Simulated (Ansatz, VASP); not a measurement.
## Os in VASP and in Ansatz

```xyz
2
Lattice="2.7341 0.0000 0.0000 -1.3671 2.3678 0.0000 0.0000 0.0000 4.3197" Properties=species:S:1:pos:R:3 pbc="T T T"
Os    0.0000    1.5785    1.0799
Os    1.3671    0.7893    3.2398
```

Alike in both runs: task single point; functional r2SCAN; k mesh 9 × 9 × 4; occupations gaussian, width 0.1 eV; no spin polarisation.

|  | VASP | Ansatz |
| --- | --- | --- |
| version | VASP 6.6.1 | Ansatz 0.2.0 |
| potentials or method | VASP PAW PBE potentials, release 64 (Os) | scalar-relativistic, plane waves, PAW |
| plane-wave cutoff (eV) | 520 | 500 |
| valence electrons in the cell | 16 | 32 |

Ansatz gave:

```
gap on the k mesh at the Fermi level (eV)       : none
pressure (GPa)                                  : 0.9
largest component of the traceless stress (GPa) : 0.65
```

What did VASP give for the same quantities?

gap on the k mesh at the Fermi level (eV): none; pressure (GPa): 1.9; largest component of the traceless stress (GPa): 0.64.

A gap of «none» marks a metal or a gap that the smearing closes. With one functional, cell and mesh, what is left measures potentials, basis and numerics. The two sets of potentials don't hold the same shells in valence.

Caveats: the k mesh is coarse (spacing up to 0.36 Å⁻¹), so the values aren't converged; the PAW data sets were made with another functional, which shifts forces and pressure a little (VASP). Spin-orbit coupling is left out, which matters for the levels of Os.
